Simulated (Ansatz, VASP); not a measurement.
**CaO (Lime) in VASP and in Ansatz**

File POSCAR:

```
CaO
1.0
    0.0000000000      2.4445700617      2.4445700617
    2.4445700617      0.0000000000      2.4445700617
    2.4445700617      2.4445700617      0.0000000000
Ca O
1 1
Direct
    0.0000000000      0.0000000000      0.0000000000
    0.5000000000      0.5000000000      0.5000000000
```

Contents of INCAR.step1:

```
SYSTEM = CaO
ALGO = Normal ; EDIFF = 1E-4
ENCUT = 520 ; GGA = PE
ISMEAR = 0 ; LASPH = .TRUE.
LCHARG = .FALSE. ; LREAL = .FALSE.
LWAVE = .TRUE. ; NBANDS = 15
NELM = 80 ; PREC = Accurate
SIGMA = 0.01
```

The input INCAR.step2:

```
SYSTEM = CaO
ALGO = Normal ; EDIFF = 1E-6
ENCUT = 520 ; ISIF = 2
ISMEAR = 0 ; ISTART = 1
LASPH = .TRUE. ; LCHARG = .FALSE.
LMIXTAU = .TRUE. ; LREAL = .FALSE.
LWAVE = .FALSE. ; METAGGA = R2SCAN
NBANDS = 15 ; NELM = 80
PREC = Accurate ; SIGMA = 0.01
```

File KPOINTS:

```
k-points
0
G
  8 8 8
  0 0 0
```

Input for Ansatz:

```yaml
crystal:
  lattice:
    - [0.0, 2.4445700617, 2.4445700617]
    - [2.4445700617, 0.0, 2.4445700617]
    - [2.4445700617, 2.4445700617, 0.0]
  atoms:
    - { symbol: Ca, position: [0.0, 0.0, 0.0] }
    - { symbol: O, position: [0.5, 0.5, 0.5] }
kpoints:
  mp_grid: { grid: [8, 8, 8] }
hamiltonian:
  xc: r2scan
scf:
  occupations: { method: fixed }
  n_extra_bands: 4
output:
  forces: true
  stress: true
  eigenvalues: true
```

Alike in both runs: task single point; functional r2SCAN; k mesh 8 × 8 × 8; no spin polarisation.

|  | VASP | Ansatz |
| --- | --- | --- |
| version | VASP 6.6.1 | Ansatz 0.2.0 |
| potentials or method | VASP PAW PBE potentials, release 64 (Ca_sv, O) | plane waves, PAW |
| plane-wave cutoff (eV) | 520 | 500 |
| occupations | gaussian, width 0.01 eV | fixed |
| valence electrons in the cell | 16 | 16 |

|  | VASP | Ansatz | Ansatz less VASP |
| --- | --- | --- | --- |
| gap on the k mesh at the Fermi level (eV) | 4.20 | 4.20 | +0.009 |
| pressure (GPa) | -5.2 | -6.0 | -0.80 |

Caveats: the PAW data sets were made with another functional, which shifts forces and pressure a little (VASP). A k mesh can miss the band edges. r2SCAN opens gaps a little over a GGA but as a rule still falls short of measured ones.
